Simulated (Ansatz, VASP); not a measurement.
**One calculation of Rh, two programs**

```
Rh
1.0
     2.73098    0.00000    0.00000
    -1.36549    2.36510    0.00000
     0.00000    0.00000    4.42849
Rh
2
Direct
  0.66667 0.33333 0.75000
  0.33333 0.66667 0.25000
```

This isn't the form of Rh at room conditions, which is fcc.

Alike in both runs: task single point; functional LDA; k mesh 4 × 4 × 3; no spin polarisation.

|  | VASP | Ansatz |
| --- | --- | --- |
| version | VASP 6.6.1 | Ansatz 0.2.0 |
| potentials or method | VASP PAW LDA potentials, release 64 (Rh_pv) | plane waves, PAW |
| plane-wave cutoff (eV) | 520 | 470 |
| occupations | gaussian, width 0.1 eV | gaussian |
| valence electrons in the cell | 30 | 34 |

```csv
,VASP,Ansatz,Ansatz less VASP
pressure (GPa),-21.6,-22.3,-0.63
largest component of the traceless stress (GPa),6.66,6.64,-0.023
```

The two sets of potentials don't hold the same shells in valence.

Caveats: the k mesh is coarse (spacing up to 0.66 Å⁻¹), so the values aren't converged; so large a pressure means that the cell lies far from this level's equilibrium, or that cutoff or potentials fall short (VASP).
